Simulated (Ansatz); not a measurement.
# Stability checks on a candidate for CdS

It was reached by relaxing an invented guess, and it needn't be the stable form of this composition.

Theory: DFT PBE, scalar-relativistic, plane waves, PAW (Ansatz). The final run on the 6-atom cell used 420 eV, a Γ-centred 6×6×8 mesh, 0.02 eV smearing and no spin polarisation.

```
Cd S
1.0
     6.60373    0.00000    0.00000
    -3.30187    5.71900    0.00000
     0.00000    0.00000    4.00215
Cd S
3 3
Direct
  0.62016 0.00000 0.66667
  0.00000 0.62016 0.33333
  0.37984 0.37984 0.00000
  0.36932 0.00000 0.16667
  0.00000 0.36932 0.83333
  0.63068 0.63068 0.50000
```

The zero of energy is the elements' standard structures at the same level; no fitted shifts are applied.

Question: These tests were run: energy against the elements; random kick, then relaxation without symmetry; phonons on a 1×1×2 q mesh. What do they show?

Answer:

```tsv
test	result
energy against the elements	−0.582 eV/atom
random kick, then relaxation without symmetry	returns
phonons on a 1×1×2 q mesh	no imaginary mode on the mesh, but the interpolation dips to 8i cm⁻¹ between its points
```

It fails none of these tests. Other phases of the system weren't compared here, so this isn't yet thermodynamic stability.

The reference form of S is held partly by dispersion forces, which this level lacks. The kick test ran on a coarse mesh. The run for the phonons used a 6×6×8 k mesh.
